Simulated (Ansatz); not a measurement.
Wanted: the native input for an Ansatz 0.2.0 run.

| Quantity | Value |
| --- | --- |
| Task | relaxation of cell and atoms |
| Functional | r2SCAN |
| Dispersion | D4 |
| Potentials or basis | Ansatz PAW |
| Cutoff | 500 eV (not typed: the program's choice for these potentials) |
| k mesh | 12 × 12 × 4 |
| Occupations | fermi-dirac, width 0.05 eV |
| Spin | no spin polarisation |

C:

```
C
1.0
     2.52210    0.00000    0.00000
    -1.26105    2.18420    0.00000
     0.00000    0.00000    8.23710
C
8
Cartesian
  1.2611 0.7281 6.9501
  0.0000 1.4561 2.8315
  1.2611 0.7281 5.4056
  0.0000 1.4561 1.2870
  0.0000 0.0000 7.4649
  0.0000 0.0000 3.3463
  0.0000 0.0000 4.8908
  0.0000 0.0000 0.7722
```

This is a hexagonal form of diamond, not graphite.

One way to write it, as run:

input.yaml

```yaml
crystal:
  lattice:
    - [2.5221, 0.0, 0.0]
    - [-1.26105, 2.1842026709, 0.0]
    - [0.0, 0.0, 8.2371]
  atoms:
    - { symbol: C, position: [0.6666666667, 0.3333333333, 0.84375] }
    - { symbol: C, position: [0.3333333333, 0.6666666667, 0.34375] }
    - { symbol: C, position: [0.6666666667, 0.3333333333, 0.65625] }
    - { symbol: C, position: [0.3333333333, 0.6666666667, 0.15625] }
    - { symbol: C, position: [0.0, 0.0, 0.90625] }
    - { symbol: C, position: [0.0, 0.0, 0.40625] }
    - { symbol: C, position: [0.0, 0.0, 0.59375] }
    - { symbol: C, position: [0.0, 0.0, 0.09375] }
hamiltonian:
  xc: r2scan
  pseudopotentials: { kind: paw }
  dispersion: d4
kpoints:
  mp_grid: { grid: [12, 12, 4] }
scf:
  occupations: { method: fermi_dirac, width: 0.05 }
output:
  forces: true
  stress: true
relax:
  f_tol: 0.01
  max_steps: 40
  cell: { stress_tol: 0.05 }
```

Potentials or basis: Ansatz PAW.

The run is started by

```console
$ ansatz run input.yaml --threads 2 --pin off --max-ram 5120MiB --backend cpu --events-out ev --progress --plain --runs-dir out
```

It gave:

```
Relaxed volume                         : 5.62 Å³/atom
Relaxed cell                           : a = 2.506 Å, b = 2.506 Å, c = 8.267 Å, α = 90.00°, β = 90.00°, γ = 120.00°
Space group after relaxing (to 0.05 Å) : P6_3/mmc (No. 194)
Energy gained by relaxing              : 3.3 meV/atom
Ionic steps                            : 5
Pressure after relaxing                : 0.0 GPa
Largest force after relaxing           : 0.005 eV/Å
Band gap on the k mesh                 : 4.81 eV
```

Caveat: the plane-wave basis is chosen anew once the cell has moved, so the energies of steps on either side of that aren't comparable; the PAW data sets come from PBE, with cores solved anew for the run's functional, which leaves a small shift of forces and pressure.

Wall time 21 s on 2 threads of Intel(R) Xeon(R) Platinum 8259CL CPU @ 2.50GHz (Skylake/Cascade Lake), with other jobs on the host, peak memory 0.54 GiB.
